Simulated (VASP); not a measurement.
# Al (P6_3/mmc) in VASP: a series of runs

Aim: see how the results for Al move with the level of theory and the settings. Levels: PBEsol, LDA, PBE, PBE+D3(BJ). Tasks: relaxation of cell and atoms.

Everything below comes from runs of VASP 6.6.1. Logs are shortened: lines on timing, memory, paths and dates and some standing lists are left out, and cuts for length are marked.

## 1. The crystal as given

Symmetry: P6_3/mmc, No. 194, hexagonal system. Conventional cell: a = 2.863 Å, b = 2.863 Å, c = 4.676 Å, α = 90.00°, β = 90.00°, γ = 120.00°. Al (site symmetry -6m2) has 12 Al at 2.86 Å as nearest neighbours.

This isn't the form of Al at room conditions, which is fcc.

## 2. Relaxation of cell and atoms, PBEsol

The input, INCAR:

```
SYSTEM = Al
PREC = Accurate ; ENCUT = 600
EDIFF = 1E-7 ; ISMEAR = 0
SIGMA = 0.1 ; LREAL = .False.
LASPH = .True. ; NELM = 100
ALGO = Normal ; ISIF = 3
LWAVE = .False. ; LCHARG = .False.
GGA = PS ; IBRION = 2
NSW = 90 ; EDIFFG = -0.005
```

The input, KPOINTS:

```
Automatic mesh
0
Gamma
  18 18 10
  0 0 0
```

The input, POSCAR:

```
Al
1.0
    2.8633495100      0.0000000000      0.0000000000
   -1.4316747500      2.4797334100      0.0000000000
    0.0000000000      0.0000000000      4.6758497400
Al
2
Direct
    0.3333333300      0.6666666700      0.2500000000
    0.6666666700      0.3333333300      0.7500000000
```

Potentials or basis: VASP PAW PBE potentials, release 64 (Al).

Started as:

```sh
$ cat potpaw_PBE.64/Al/POTCAR > POTCAR
$ mpirun -np 1 vasp_std > vasp.out
```

OUTCAR:

```text
SYSTEM = Al
   PREC = Accurate
   ENCUT = 600
   EDIFF = 1E-7
   ISMEAR = 0
   LREAL = .False.
   LASPH = .True.
   NELM = 100
   ISIF = 3
   GGA = PS
   IBRION = 2
   NSW = 90
   EDIFFG = -0.005

 ion  position               nearest neighbor table
   1  0.333  0.667  0.250-   2 2.86   2 2.86   2 2.86   2 2.86   2 2.86   2 2.86
   2  0.667  0.333  0.750-   1 2.86   1 2.86   1 2.86   1 2.86   1 2.86   1 2.86

  LATTYP: Found a hexagonal cell.
 ALAT       =     2.8633495100
 C/A-ratio  =     1.6329999966

  Lattice vectors:

 A1 = (   2.8633495100,   0.0000000000,   0.0000000000)
 A2 = (  -1.4316747500,   2.4797334100,   0.0000000000)
 A3 = (   0.0000000000,   0.0000000000,   4.6758497400)

Analysis of symmetry for initial positions (statically):
=====================================================================
 Subroutine PRICEL returns:
 Original cell was already a primitive cell.

 Routine SETGRP: Setting up the symmetry group for a
 hexagonal supercell.

 Subroutine GETGRP returns: Found 24 space group operations
 (whereof 12 operations were pure point group operations)
 out of a pool of 24 trial point group operations.

The static configuration has the point symmetry D_3d.
 The point group associated with its full space group is D_6h.

Analysis of symmetry for dynamics (positions and initial velocities):
=====================================================================
 Subroutine PRICEL returns:
 Original cell was already a primitive cell.

 Routine SETGRP: Setting up the symmetry group for a
 hexagonal supercell.

 Subroutine GETGRP returns: Found 24 space group operations
 (whereof 12 operations were pure point group operations)
 out of a pool of 24 trial point group operations.

The dynamic configuration has the point symmetry D_3d.
 The point group associated with its full space group is D_6h.

 Subroutine INISYM returns: Found 24 space group operations
 (whereof 12 operations are pure point group operations),
 and found     1 'primitive' translations

----------------------------------------------------------------------------------------

                                     Primitive cell

  volume of cell :      33.2001

  direct lattice vectors                    reciprocal lattice vectors
     2.863349510  0.000000000  0.000000000     0.349241333  0.201634577  0.000000000
    -1.431674750  2.479733410  0.000000000     0.000000000  0.403269156  0.000000000
     0.000000000  0.000000000  4.675849740     0.000000000  0.000000000  0.213864871

  length of vectors
     2.863349510  2.863349503  4.675849740     0.403269155  0.403269156  0.213864871

  position of ions in fractional coordinates (direct lattice)
     0.333333330  0.666666670  0.250000000
     0.666666670  0.333333330  0.750000000

  ion indices of the primitive-cell ions
   primitive index   ion index
                 1           1
                 2           2

----------------------------------------------------------------------------------------

 KPOINTS: Automatic mesh

Automatic generation of k-mesh.
 Grid dimensions read from file:
 generate k-points for:   18   18   10

 Generating k-lattice:

  Cartesian coordinates                     Fractional coordinates (reciprocal lattice)
     0.019402296  0.011201921  0.000000000     0.055555556  0.000000000  0.000000000
     0.000000000  0.022403842  0.000000000     0.000000000  0.055555556  0.000000000
     0.000000000  0.000000000  0.021386487     0.000000000  0.000000000  0.100000000

  Length of vectors
     0.022403842  0.022403842  0.021386487

  Shift w.r.t. Gamma in fractional coordinates (k-lattice)
     0.000000000  0.000000000  0.000000000

 Subroutine IBZKPT returns following result:
 ===========================================

 Found    222 irreducible k-points:

 Following reciprocal coordinates:
            Coordinates               Weight
  0.000000  0.000000  0.000000      1.000000
  0.055556  0.000000  0.000000      6.000000
  0.111111  0.000000  0.000000      6.000000
  0.166667  0.000000  0.000000      6.000000
[... 38 lines left out ...]
   IALGO  =     38    algorithm
   IMIX   =      4    mixing-type and parameters
     AMIX     =   0.40;   BMIX     =  1.00
     AMIX_MAG =   1.60;   BMIX_MAG =  1.00
  volume/ion in A,a.u.               =      16.60       112.02
  Fermi-wavevector in a.u.,A,eV,Ry     =   0.925576  1.749084 11.655980  0.856690
  Thomas-Fermi vector in A             =   2.051445
   LORBIT       =      0    0 simple, 1 ext, 2 COOP (PROOUT), +10 PAW based schemes
   GGA     = PS    functional components
   LHFCALC =     F    Hartree Fock is set to
   AEXX    =    0.0000 exact exchange contribution
   IVDW    =     0    specifies the selected vdW correction
   LEPSILON=     F    determine dielectric tensor
   LRPA    =     F    only Hartree local field effects (RPA)
 conjugate gradient relaxation of ions
 non-spin polarized calculation
 Gauss-broadening in eV      SIGMA  =   0.10
  energy-cutoff  :      600.00
  volume of cell :       33.20
 maximum number of plane-waves:      1124
 NGX is ok and might be reduce to    24
   NGX = 11   NGY = 11   NGZ = 19

--------------------------------------- Ionic step        1  -------------------------------------------

 number of electron       6.0000000 magnetization

 Free energy of the ion-electron system (eV)
  ---------------------------------------------------
  ext. energy  EPLUGINS =         0.00000000
  ---------------------------------------------------
  free energy    TOTEN  =        -8.11418197 eV

  energy without entropy =       -8.10851484  energy(sigma->0) =       -8.11134841

------------------------ aborting loop because EDIFF is reached ----------------------------------------

  FORCE on cell =-STRESS in cart. coord.  units (eV):
  Direction    XX          YY          ZZ          XY          YZ          ZX
  --------------------------------------------------------------------------------------
  -------------------------------------------------------------------------------------
  Total       -0.2504457     -0.2504457     -0.2809062     -0.0000000     -0.0000000      0.0000000
  in kB      -12.0860469    -12.0860468    -13.5560116     -0.0000000     -0.0000000      0.0000000
  external PRESSURE =     -12.5760351 kB  Pullay stress =       0.0000000 kB
[... 165 lines left out ...]
  energy  without entropy=       -8.1108742457  energy(sigma->0) =       -8.11363547

--------------------------------------- Ionic step        6  -------------------------------------------

 number of electron       6.0000000 magnetization

 Free energy of the ion-electron system (eV)
  ---------------------------------------------------
  ext. energy  EPLUGINS =         0.00000000
  ---------------------------------------------------
  free energy    TOTEN  =        -8.11641954 eV

  energy without entropy =       -8.11104164  energy(sigma->0) =       -8.11373059

 E-fermi :   8.0643     XC(G=0): -10.2959

 val. band max:        8.0636157552   @ k =   0.2778   0.2222   0.5000
 cond. band min:       8.0759263752   @ k =   0.3333   0.3333   0.3000
 fundamental gap:      0.0123106201
 Fermi energy:         8.0643006178

 k-point     1 :       0.0000    0.0000    0.0000
  band No.  band energies     occupation
      1      -3.1460      2.00000
      2       3.4451      2.00000
      3       3.7069      2.00000
      4      18.6373      0.00000
      5      18.6373      0.00000
      6      19.0298      0.00000
      7      19.0298      0.00000
[... 221 lines left out ...]
 k-point    24 :       0.3889    0.1111    0.0000
  band No.  band energies     occupation
      1       1.7783      2.00000
      2       4.3377      2.00000
      3       8.0492      1.16893
      4       8.5236      0.00000
      5      10.3465      0.00000
      6      10.7020      0.00000
      7      11.8437      0.00000

 [... further k-points ...]

------------------------ aborting loop because EDIFF is reached ----------------------------------------

  FORCE on cell =-STRESS in cart. coord.  units (eV):
  Direction    XX          YY          ZZ          XY          YZ          ZX
  --------------------------------------------------------------------------------------
  -------------------------------------------------------------------------------------
  Total       -0.0030131     -0.0030131     -0.0065195     -0.0000000      0.0000000      0.0000000
  in kB       -0.1478096     -0.1478096     -0.3198227     -0.0000000      0.0000000      0.0000000
  external PRESSURE =      -0.2051473 kB  Pullay stress =       0.0000000 kB
[... 17 lines left out ...]
  FREE ENERGIE OF THE ION-ELECTRON SYSTEM (eV)
  ---------------------------------------------------
  free  energy   TOTEN  =        -8.1164195370 eV

  energy  without entropy=       -8.1110416445  energy(sigma->0) =       -8.11373059

 reached required accuracy - stopping structural energy minimisation
```

It took 42 s on 1 thread of Intel Xeon 6975P-C (Granite Rapids), shared host; peak memory 0.19 GiB.

What came out:

| Item | Value |
| --- | --- |
| Free energy | -8.1164 eV |
| Relaxed volume | 16.33 Å³/atom |
| Relaxed cell | a = 2.851 Å, b = 2.851 Å, c = 4.639 Å, α = 90.00°, β = 90.00°, γ = 120.00° |
| Space group after relaxing (to 0.05 Å) | P6_3/mmc (No. 194) |
| Energy gained by relaxing | 1.1 meV/atom |
| Ionic steps | 6 |
| Pressure after relaxing | 0.0 GPa |
| Band gap on the k mesh | none (metal or under the smearing width) |

Step by step:
```
step  energy change (eV)  largest force (eV/Å)  pressure (GPa)  volume (Å³)
   1              0.0000                0.0000           -1.26        33.20
   2             -0.0022                0.0000            0.18        32.58
   3             -0.0022                0.0000            0.01        32.65
   4             -0.0022                0.0000           -0.02        32.66
   5             -0.0022                0.0000           -0.02        32.66
   6             -0.0022                0.0000           -0.02        32.66
```

Final structure:
```
Al
1.0
     2.85112    0.00000    0.00000
    -1.42556    2.46914    0.00000
     0.00000    0.00000    4.63936
Al
2
Direct
  0.33333 0.66667 0.25000
  0.66667 0.33333 0.75000
```

Caveat: the PAW data sets were made with another functional, which shifts forces and pressure a little.

## 3. Relaxation of cell and atoms, LDA

Changes to INCAR since step 2:

```diff
@@ -7,3 +7,3 @@
 LWAVE = .False. ; LCHARG = .False.
-GGA = PS ; IBRION = 2
+GGA = CA ; IBRION = 2
 NSW = 90 ; EDIFFG = -0.005
```

KPOINTS is that of step 2.

POSCAR is that of step 2.

Potentials or basis: VASP PAW LDA potentials, release 64 (Al).

Started as:

```sh
$ cat potpaw_LDA.64/Al/POTCAR > POTCAR
$ mpirun -np 1 vasp_std > vasp.out
```

Wall time 53 s (1 thread of Intel Xeon 6975P-C (Granite Rapids), shared host); peak memory 0.17 GiB.

It converged, with:

| Item | Value |
| --- | --- |
| Free energy | -8.3128 eV |
| Relaxed volume | 15.95 Å³/atom |
| Relaxed cell | a = 2.829 Å, b = 2.829 Å, c = 4.602 Å, α = 90.00°, β = 90.00°, γ = 120.00° |
| Space group after relaxing (to 0.05 Å) | P6_3/mmc (No. 194) |
| Energy gained by relaxing | 6.1 meV/atom |
| Ionic steps | 9 |
| Pressure after relaxing | 0.0 GPa |
| Band gap on the k mesh | none (metal or under the smearing width) |

The path:
```tsv
step	energy change (eV)	largest force (eV/Å)	pressure (GPa)	volume (Å³)
1	0.0000	0.0000	-2.91	33.20
2	-0.0120	0.0000	0.34	31.77
3	-0.0122	0.0000	0.00	31.91
4	-0.0122	0.0000	-0.06	31.93
5	-0.0122	0.0000	-0.06	31.93
6	-0.0122	0.0000	-0.05	31.93
7	-0.0122	0.0000	-0.05	31.93
8	-0.0122	0.0000	0.06	31.88
9	-0.0122	0.0000	0.00	31.91
```

Final structure:
```xyz
2
Lattice="2.8294 0.0000 0.0000 -1.4147 2.4503 0.0000 0.0000 0.0000 4.6021" Properties=species:S:1:pos:R:3 pbc="T T T"
Al    0.0000    1.6335    1.1505
Al    1.4147    0.8168    3.4516
```

Levels at points of the mesh, in eV from the Fermi level:
| k point | band 1 | band 2 | band 3 | band 4 | band 5 | band 6 |
| --- | --- | --- | --- | --- | --- | --- |
| (0.00, 0.00, 0.00) | -11.34 | -4.67 | -4.40 | 10.65 | 10.65 | 11.06 |
| (0.50, 0.00, 0.00) | -5.44 | -5.25 | 0.60 | 1.19 | 1.50 | 1.83 |
| (0.00, 0.00, 0.50) | -9.61 | -9.61 | 3.56 | 3.56 | 11.90 | 11.90 |
| (0.50, 0.00, 0.50) | -4.01 | -4.01 | -3.28 | -3.28 | 7.11 | 7.11 |

## 4. Relaxation of cell and atoms, PBE

Changes to INCAR since step 3:

```diff
@@ -7,3 +7,3 @@
 LWAVE = .False. ; LCHARG = .False.
-GGA = CA ; IBRION = 2
+GGA = PE ; IBRION = 2
 NSW = 90 ; EDIFFG = -0.005
```

KPOINTS is that of step 3.

POSCAR is that of step 3.

Potentials or basis: VASP PAW PBE potentials, release 64 (Al).

Started as:

```sh
$ cat potpaw_PBE.64/Al/POTCAR > POTCAR
$ mpirun -np 1 vasp_std > vasp.out
```

Wall time 33 s (1 thread of Intel Xeon 6975P-C (Granite Rapids), shared host); peak memory 0.19 GiB.

Results (log left out):

```
Free energy                            : -7.4252 eV
Relaxed volume                         : 16.64 Å³/atom
Relaxed cell                           : a = 2.869 Å, b = 2.869 Å, c = 4.669 Å, α = 90.00°, β = 90.00°, γ = 120.00°
Space group after relaxing (to 0.05 Å) : P6_3/mmc (No. 194)
Energy gained by relaxing              : 0.0 meV/atom
Ionic steps                            : 5
Pressure after relaxing                : 0.0 GPa
Band gap on the k mesh                 : none (metal or under the smearing width)
```

Final structure:
```cif
data_structure
_symmetry_space_group_name_H-M 'P 1'
_symmetry_Int_Tables_number 1
_cell_length_a 2.8686
_cell_length_b 2.8686
_cell_length_c 4.6690
_cell_angle_alpha 90.000
_cell_angle_beta 90.000
_cell_angle_gamma 120.000
_cell_volume 33.27
loop_
_atom_site_label
_atom_site_type_symbol
_atom_site_fract_x
_atom_site_fract_y
_atom_site_fract_z
_atom_site_occupancy
Al1 Al 0.33333 0.66667 0.25000 1
Al2 Al 0.66667 0.33333 0.75000 1
```

Levels at points of the mesh, in eV from the Fermi level:
```csv
k point,band 1,band 2,band 3,band 4,band 5,band 6
"(0.00, 0.00, 0.00)",-11.09,-4.55,-4.34,10.44,10.44,10.89
"(0.50, 0.00, 0.00)",-5.33,-5.11,0.60,1.14,1.51,1.75
"(0.00, 0.00, 0.50)",-9.40,-9.40,3.48,3.48,11.71,11.71
"(0.50, 0.00, 0.50)",-3.91,-3.91,-3.22,-3.22,6.96,6.96
```

## 5. Relaxation of cell and atoms, PBE+D3(BJ)

Changes to INCAR since step 4:

```diff
@@ -7,3 +7,4 @@
 LWAVE = .False. ; LCHARG = .False.
-GGA = PE ; IBRION = 2
-NSW = 90 ; EDIFFG = -0.005
+GGA = PE ; IVDW = 12
+IBRION = 2 ; NSW = 90
+EDIFFG = -0.005
```

KPOINTS is that of step 4.

POSCAR is that of step 4.

Started as:

```sh
$ cat potpaw_PBE.64/Al/POTCAR > POTCAR
$ mpirun -np 1 vasp_std > vasp.out
```

Run time: 52 s. Hardware: 1 thread of Intel Xeon 6975P-C (Granite Rapids), shared host; peak memory 0.2 GiB.

Results (log left out):

```
Free energy                            : -8.1079 eV
Relaxed volume                         : 15.91 Å³/atom
Relaxed cell                           : a = 2.827 Å, b = 2.827 Å, c = 4.598 Å, α = 90.00°, β = 90.00°, γ = 120.00°
Space group after relaxing (to 0.05 Å) : P6_3/mmc (No. 194)
Energy gained by relaxing              : 7.2 meV/atom
Ionic steps                            : 8
Pressure after relaxing                : 0.0 GPa
Band gap on the k mesh                 : none (metal or under the smearing width)
Dispersion energy per atom             : -0.349 eV
```

Step by step:
| step | energy change (eV) | largest force (eV/Å) | pressure (GPa) | volume (Å³) |
| --- | --- | --- | --- | --- |
| 1 | 0.0000 | 0.0000 | -3.19 | 33.20 |
| 2 | -0.0141 | 0.0000 | 0.48 | 31.64 |
| 3 | -0.0144 | 0.0000 | 0.01 | 31.81 |
| 4 | -0.0144 | 0.0000 | -0.06 | 31.84 |
| 5 | -0.0144 | 0.0000 | -0.06 | 31.84 |
| 6 | -0.0144 | 0.0000 | -0.06 | 31.84 |
| 7 | -0.0144 | 0.0000 | 0.05 | 31.80 |
| 8 | -0.0144 | 0.0000 | 0.01 | 31.81 |

Final structure:
```
Al
1.0
     2.82660    0.00000    0.00000
    -1.41330    2.44790    0.00000
     0.00000    0.00000    4.59783
Al
2
Direct
  0.33333 0.66667 0.25000
  0.66667 0.33333 0.75000
```

Levels at points of the mesh, in eV from the Fermi level:
| k point | band 1 | band 2 | band 3 | band 4 | band 5 | band 6 |
| --- | --- | --- | --- | --- | --- | --- |
| (0.00, 0.00, 0.00) | -11.40 | -4.73 | -4.40 | 10.80 | 10.80 | 11.13 |
| (0.50, 0.00, 0.00) | -5.45 | -5.30 | 0.60 | 1.23 | 1.45 | 1.87 |
| (0.00, 0.00, 0.50) | -9.66 | -9.66 | 3.58 | 3.58 | 11.99 | 11.99 |
| (0.50, 0.00, 0.50) | -4.06 | -4.06 | -3.28 | -3.28 | 7.19 | 7.19 |

Caveat: pairwise dispersion overbinds metals, which lowers pressure and volume.

## 6. Relaxation of cell and atoms, PBEsol

The input, INCAR:

```
SYSTEM = Al
PREC = Accurate ; ENCUT = 300
EDIFF = 1E-7 ; ISMEAR = 0
SIGMA = 0.1 ; LREAL = .False.
LASPH = .True. ; NELM = 100
ALGO = Normal ; ISIF = 3
LWAVE = .False. ; LCHARG = .False.
GGA = PS ; IBRION = 2
NSW = 90 ; EDIFFG = -0.005
```

KPOINTS is that of step 5.

POSCAR is that of step 5.

Potentials or basis: VASP PAW PBE potentials, release 64 (Al).

Started as:

```sh
$ cat potpaw_PBE.64/Al/POTCAR > POTCAR
$ mpirun -np 1 vasp_std > vasp.out
```

It took 16 s on 1 thread of Intel Xeon 6975P-C (Granite Rapids), shared host; peak memory 0.12 GiB.

It converged, with:

```yaml
Free_energy: -8.1090 eV
Relaxed_volume: 16.32 Å³/atom
Relaxed_cell: a = 2.850 Å, b = 2.850 Å, c = 4.639 Å, α = 90.00°, β = 90.00°, γ = 120.00°
Space_group_after_relaxing_to_0.05_Å: P6_3/mmc (No. 194)
Energy_gained_by_relaxing: 1.2 meV/atom
Ionic_steps: 6
Pressure_after_relaxing: 0.0 GPa
Band_gap_on_the_k_mesh: none (metal or under the smearing width)
```

The path:
```tsv
step	energy change (eV)	largest force (eV/Å)	pressure (GPa)	volume (Å³)
1	0.0000	0.0000	-1.32	33.20
2	-0.0024	0.0000	0.19	32.55
3	-0.0024	0.0000	0.01	32.62
4	-0.0024	0.0000	-0.02	32.64
5	-0.0024	0.0000	-0.02	32.63
6	-0.0025	0.0000	-0.02	32.63
```

Final structure:
```
CELL_PARAMETERS angstrom
2.85015 0.00000 0.00000
-1.42508 2.46830 0.00000
0.00000 0.00000 4.63878
ATOMIC_POSITIONS crystal
Al 0.33333 0.66667 0.25000
Al 0.66667 0.33333 0.75000
```

Levels at points of the mesh, in eV from the Fermi level:
```csv
k point,band 1,band 2,band 3,band 4,band 5,band 6
"(0.00, 0.00, 0.00)",-11.22,-4.63,-4.36,10.59,10.59,10.99
"(0.50, 0.00, 0.00)",-5.37,-5.19,0.60,1.18,1.48,1.81
"(0.00, 0.00, 0.50)",-9.51,-9.51,3.52,3.52,11.84,11.84
"(0.50, 0.00, 0.50)",-3.97,-3.97,-3.25,-3.25,7.06,7.06
```

Caveat: the PAW data sets were made with another functional, which shifts forces and pressure a little.

## 7. Summary

| level | potentials or basis | cutoff (eV) | gap on the mesh (eV) | pressure (GPa) | relaxed volume (Å³/atom) |
| --- | --- | --- | --- | --- | --- |
| PBEsol | VASP PAW PBE potentials, release 64 (Al) | 600 | none | 0.0 | 16.33 |
| LDA | VASP PAW LDA potentials, release 64 (Al) | 600 | none | 0.0 | 15.95 |
| PBE | VASP PAW PBE potentials, release 64 (Al) | 600 | none | 0.0 | 16.64 |
| PBE+D3(BJ) | VASP PAW PBE potentials, release 64 (Al) | 600 | none | 0.0 | 15.91 |
| PBEsol | VASP PAW PBE potentials, release 64 (Al) | 300 | none | 0.0 | 16.32 |

Alike in all rows: task relaxation of cell and atoms; no spin polarisation; cell relaxed; k mesh 18 × 18 × 10; smearing gaussian 0.1 eV.

Caveats: the PAW data sets were made with another functional, which shifts forces and pressure a little (some runs); pairwise dispersion overbinds metals, which lowers pressure and volume (some runs).

Total energies depend on the potentials used, so only differences within one code and one set of settings carry meaning.
